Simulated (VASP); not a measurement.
Write the native input for VASP 6.6.1 that does the following.

```yaml
Task: single point
Functional: PBE
Potentials_or_basis: VASP PAW PBE potentials, release 64 (Cu, O)
Cutoff: 520 eV
k_mesh: 3 × 6 × 3
Occupations: gaussian, width 0.02 eV
Spin: collinear spin, typed start
Starting_moments: "[1.0, -1.0, -1.0, 1.0, 1.0, -1.0, -1.0, 1.0, 0.0, 0.0, 0.0, 0.0, 0.0, 0.0, 0.0, 0.0] μB"
Dipole_correction: no
Further_INCAR_settings: LREAL = Auto; ALGO = Fast; EDIFF = 1e-07; NBANDS = 86
```

The structure of CuO lies in POSCAR:

```
CuO
1.0
    3.8339394260      0.0000000000      5.0580666287
    0.0000000000      3.4230000000      0.0000000000
   -5.5340605740      0.0000000000      5.0580666287
Cu O
8 8
Direct
    0.1250000000      0.2500000000      0.8750000000
    0.6250000000      0.2500000000      0.3750000000
    0.3750000000      0.7500000000      0.6250000000
    0.8750000000      0.7500000000      0.1250000000
    0.3750000000      0.7500000000      0.1250000000
    0.8750000000      0.7500000000      0.6250000000
    0.1250000000      0.2500000000      0.3750000000
    0.6250000000      0.2500000000      0.8750000000
    0.1250000000      0.4184000000      0.1250000000
    0.6250000000      0.4184000000      0.6250000000
    0.3750000000      0.9184000000      0.8750000000
    0.8750000000      0.9184000000      0.3750000000
    0.3750000000      0.5816000000      0.3750000000
    0.8750000000      0.5816000000      0.8750000000
    0.1250000000      0.0816000000      0.6250000000
    0.6250000000      0.0816000000      0.1250000000
```

The input as run:

INCAR

```
PREC = Accurate
ENCUT = 520
EDIFF = 1E-7
ISMEAR = 0
SIGMA = 0.02
LREAL = Auto
LASPH = True
NELM = 150
ALGO = Fast
ISIF = 2
LWAVE = False
LCHARG = True
ISPIN = 2
MAGMOM = 1 -1 -1 1 1 -1 -1 1 0 0 0 0 0 0 0 0
LORBIT = 11
LMAXMIX = 4
GGA = PE
LELF = True
LVHAR = True
NBANDS = 86
```

KPOINTS

```
Automatic mesh
0
Gamma
  3 6 3
```

Potentials or basis: VASP PAW PBE potentials, release 64 (Cu, O).

The run is started by

```sh
$ cat potpaw_PBE.64/Cu/POTCAR potpaw_PBE.64/O/POTCAR > POTCAR
$ mpirun -np 1 vasp_std > vasp.out
```

Results of the run:

```
Pressure                                              : 6.4 GPa
Largest force                                         : 0.173 eV/Å
Band gap on the k mesh                                : 0.16 eV
Net moment                                            : 0.00 μB per cell
Site moments                                          : Cu +0.35, -0.35; O +0.12, -0.12 μB
Valence electrons inside the program's atomic spheres : Cu 9.90; O 4.97
```

Caveat: an odd mesh through Γ misses points on the zone boundary, where band edges often lie.

Wall time 9.5 min on 1 thread of Intel(R) Xeon(R) 6975P-C (Granite Rapids), with other jobs on the host, peak memory 0.54 GiB.
